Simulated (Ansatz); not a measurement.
Input, command and steps of an Ansatz relaxation.

```yaml
crystal:
  lattice:
    - [2.4566663936, 0.0, 0.0]
    - [-1.2283331968, 2.1275355055, 0.0]
    - [0.0, 0.0, 6.5927197425]
  atoms:
    - { symbol: Cr, position: [0.0, 0.0, 0.0] }
    - { symbol: Cr, position: [0.3333333333, 0.6666666667, 0.3333333333] }
    - { symbol: Cr, position: [0.6666666667, 0.3333333333, 0.6666666667] }
basis:
  ecutwfc: 420
kpoints:
  mp_grid: { grid: [21, 21, 7] }
hamiltonian:
  xc: pbesol
scf:
  occupations: { method: gaussian, width: 0.1 }
output:
  forces: true
  stress: true
  eigenvalues: true
  populations: true
relax:
  adjacent_minimum: "off"
  f_tol: 0.01
  max_steps: 45
  cell: { stress_tol: 0.05 }
```

```bash
ansatz run input.yaml --threads 2 --pin off --max-ram 4096MiB --backend cpu --events-out ev --progress --plain --runs-dir out
```

Computed with DFT PBEsol, scalar-relativistic, plane waves, PAW (Ansatz 0.2.0).

Of 6 frames 6 are shown, positions in Å and forces in eV/Å; the SCF threshold varies from step to step. Steps run on the plane waves of an earlier cell, with a Pulay correction in the pressure. The basis is chosen afresh for the last frame, the zero of the energies, and can be on the way; energy and pressure step there, also at an unchanged geometry.

```xyz
3
Lattice="2.4567 0.0000 0.0000 -1.2283 2.1275 0.0000 0.0000 0.0000 6.5927" Properties=species:S:1:pos:R:3:forces:R:3 pbc="T T T" step=1 free_energy_over_end_meV_per_atom=3.87 pressure_GPa=0.17
Cr    0.0000    0.0000    0.0000    0.0000    0.0000    0.0000
Cr    0.0000    1.4184    2.1976    0.0000    0.0000    0.0000
Cr    1.2283    0.7092    4.3951    0.0000    0.0000    0.0000
3
Lattice="2.4640 0.0000 0.0000 -1.2320 2.1339 0.0000 0.0000 0.0000 6.5388" Properties=species:S:1:pos:R:3:forces:R:3 pbc="T T T" step=2 free_energy_over_end_meV_per_atom=1.32 pressure_GPa=0.55
Cr    0.0000    0.0000    0.0000    0.0000    0.0000    0.0000
Cr    0.0000    1.4226    2.1796    0.0000    0.0000    0.0000
Cr    1.2320    0.7113    4.3592    0.0000    0.0000    0.0000
3
Lattice="2.4796 0.0000 0.0000 -1.2398 2.1474 0.0000 0.0000 0.0000 6.4835" Properties=species:S:1:pos:R:3:forces:R:3 pbc="T T T" step=3 free_energy_over_end_meV_per_atom=0.11 pressure_GPa=-0.77
Cr    0.0000    0.0000    0.0000    0.0000    0.0000    0.0000
Cr    0.0000    1.4316    2.1612    0.0000    0.0000    0.0000
Cr    1.2398    0.7158    4.3223    0.0000    0.0000    0.0000
3
Lattice="2.4773 0.0000 0.0000 -1.2387 2.1454 0.0000 0.0000 0.0000 6.4631" Properties=species:S:1:pos:R:3:forces:R:3 pbc="T T T" step=4 free_energy_over_end_meV_per_atom=0.03 pressure_GPa=0.51
Cr    0.0000    0.0000    0.0000    0.0000    0.0000    0.0000
Cr    0.0000    1.4303    2.1544    0.0000    0.0000    0.0000
Cr    1.2387    0.7151    4.3087    0.0000    0.0000    0.0000
3
Lattice="2.4781 0.0000 0.0000 -1.2390 2.1461 0.0000 0.0000 0.0000 6.4722" Properties=species:S:1:pos:R:3:forces:R:3 pbc="T T T" step=5 free_energy_over_end_meV_per_atom=0.01 pressure_GPa=0.00
Cr    0.0000    0.0000    0.0000    0.0000    0.0000    0.0000
Cr    0.0000    1.4307    2.1574    0.0000    0.0000    0.0000
Cr    1.2390    0.7154    4.3148    0.0000    0.0000    0.0000
3
Lattice="2.4781 0.0000 0.0000 -1.2390 2.1461 0.0000 0.0000 0.0000 6.4722" Properties=species:S:1:pos:R:3:forces:R:3 pbc="T T T" step=6 free_energy_over_end_meV_per_atom=0.00 pressure_GPa=0.00
Cr    0.0000    0.0000    0.0000    0.0000    0.0000    0.0000
Cr    0.0000    1.4307    2.1574    0.0000    0.0000    0.0000
Cr    1.2390    0.7154    4.3148    0.0000    0.0000    0.0000
```

Time: 33 s on 2 threads of Arm Neoverse V2 (shared host), peak memory 0.51 GiB.

Spin polarisation was left out, and a magnetic state may lie lower.